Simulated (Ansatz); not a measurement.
**Zone-centre phonons of Ti at 35 GPa: input and output**

Level of theory: DFT PBEsol, scalar-relativistic, plane waves, PAW (Ansatz).

Launched with:
```bash
ansatz run input.yaml --threads 1 --pin off --max-ram 3072MiB --backend cpu --events-out ev --progress --plain --runs-dir out
```

Input (bare energies are in eV):
```yaml
crystal:
  lattice:
    - [4.2092604417, 0.0, 0.0]
    - [-2.1046302208, 3.6453264736, 0.0]
    - [0.0, 0.0, 2.6252679659]
  atoms:
    - { symbol: Ti, position: [0.0, 0.0, 0.0] }
    - { symbol: Ti, position: [0.3333333333, 0.6666666667, 0.5] }
    - { symbol: Ti, position: [0.6666666667, 0.3333333333, 0.5] }
basis:
  ecutwfc: 420
kpoints:
  mp_grid: { grid: [12, 12, 14] }
hamiltonian:
  xc: pbesol
scf:
  occupations: { method: fermi_dirac, width: 0.15 }
output:
  eigenvalues: true
phonons:
  method: dfpt
  eigenvectors: true
```

The end of the output:
```
--- Phonons (Γ-DFPT): 4 representative perturbations + reference, on 344 of 2016 k-points (Σ response iterations 12) ---
  k mesh reduced under 4 symmetry operations, with k and −k counted as one. Each operation leaves every solved displacement unchanged or reverses it
  ASR residual: 7.893e-4 → 0.000e0 eV/Å²; symmetrization residual: 4.338e-6 eV/Å²
  ASR residual per site (eV/Å²): 6.66e-4 7.89e-4 7.89e-4
  Γ frequencies (cm⁻¹): 0.00 0.00 0.00 135.52 255.12 255.12 264.98 267.91 267.91
  non-analytic LO–TO correction: not included (Born effective charges unavailable; polar crystals: no LO–TO splitting at Γ)
```

Time: 120 s on 1 thread of Intel(R) Xeon(R) Platinum 8488C (Sapphire Rapids), with other jobs on the host, peak memory 1.5 GiB.

In a metal, frequencies and elastic constants depend on the k mesh and the smearing, soft modes and shear constants most. Other phases may be more stable at this pressure.

This form isn't the element's structure at ambient conditions.